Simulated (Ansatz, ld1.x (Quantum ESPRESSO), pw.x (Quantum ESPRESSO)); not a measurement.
## pw.x on fcc B: one setting changed

Potential: ultrasoft, ld1.x (Quantum ESPRESSO) 7.5, PBE; core [He], reference 2s1 2p0; waves: 2s (bound): rcut 1.05, rcutus 1.25 bohr; 2s channel at 2.75 Ry: rcut 1.05, rcutus 1.25 bohr; 2p (bound, empty): rcut 1.65, rcutus 1.85 bohr; 2p channel at -0.9 Ry: rcut 1.65, rcutus 1.85 bohr; 3d channel at 0.05 Ry: rcut 1.45, rcutus 1.95 bohr; local part: all-electron potential smoothed inside 1.00 bohr (lloc = -1); core correction: a·sin(br)/r model core inside 0.85 bohr; augmentation: PSQ, inside the norm-conserving radii.

The reference run (k-mesh 18³, cutoffs 40/340 Ry, Fermi–Dirac 0.01 Ry, mixing_beta 0.4, conv_thr 1e-9, no spin) gives 2.33 GPa at 5.898 Å³/atom, where all-electron LAPW gives -0.40 GPa. This run, with its own iteration cap, changes conv_thr to 1e-06.

```
&control
  calculation='scf', prefix='x', pseudo_dir='./', outdir='./tmp', tstress=.true., disk_io='none'
/
&system
  ibrav=0, nat=1, ntyp=1, ecutwfc=40, ecutrho=340, nbnd=8,
  occupations='smearing', smearing='fd', degauss=0.01
/
&electrons
  conv_thr=1e-06, mixing_beta=0.4, electron_maxstep=50
/
ATOMIC_SPECIES
B 1.0 B.UPF
CELL_PARAMETERS angstrom
  0.00000000 1.43403007 1.43403007
  1.43403007 0.00000000 1.43403007
  1.43403007 1.43403007 0.00000000
ATOMIC_POSITIONS crystal
B 0.0000 0.0000 0.0000
K_POINTS automatic
18 18 18 0 0 0
```

```bash
pw.x < B.scf.in > B.scf.out
```

Problem. How does the run end?

Solution. It converges in 5 iterations; the free energy moves by +0.0 meV/atom and the pressure by -0.03 GPa. The result is that of the reference run.

```
Message from routine setup:
     using ibrav=0 with symmetry is DISCOURAGED, use correct ibrav instead
     lattice parameter (alat)  =       3.8324  a.u.
     unit-cell volume          =      39.8017 (a.u.)^3
     number of electrons       =         3.00
     number of Kohn-Sham states=            8
     kinetic-energy cutoff     =      40.0000  Ry
     charge density cutoff     =     340.0000  Ry
     scf convergence threshold =      1.0E-06
     Exchange-correlation= PBE
     number of k points=   195  Fermi-Dirac smearing, width (Ry)=  0.0100
     iteration #  1     ecut=    40.00 Ry     beta= 0.40
     total energy              =      -5.79819915 Ry
     estimated scf accuracy    <       0.01856514 Ry
     iteration #  2     ecut=    40.00 Ry     beta= 0.40
     total energy              =      -5.80088402 Ry
     estimated scf accuracy    <       0.00657403 Ry
     iteration #  3     ecut=    40.00 Ry     beta= 0.40
     total energy              =      -5.80100979 Ry
     estimated scf accuracy    <       0.00000639 Ry
     iteration #  4     ecut=    40.00 Ry     beta= 0.40
     c_bands:  1 eigenvalues not converged
     total energy              =      -5.80103364 Ry
     estimated scf accuracy    <       0.00000364 Ry
     iteration #  5     ecut=    40.00 Ry     beta= 0.40
     the Fermi energy is    14.4222 ev
!    total energy              =      -5.80103383 Ry
     estimated scf accuracy    <       0.00000003 Ry
     smearing contrib. (-TS)   =      -0.00099748 Ry
     The total energy is F=E-TS. E is the sum of the following terms:
     one-electron contribution =       4.26834099 Ry
     hartree contribution      =       0.02201373 Ry
     xc contribution           =      -2.47693820 Ry
     ewald contribution        =      -7.61345288 Ry
     convergence has been achieved in   5 iterations
          total   stress  (Ry/bohr**3)                   (kbar)     P=       23.03
     Message from routine punch:
     Nothing written, as per user request (disk_io='none')
```

The run took about 1.9 s on one core of a shared host (Neoverse-V2, 96 threads, 742 GiB, load 41).
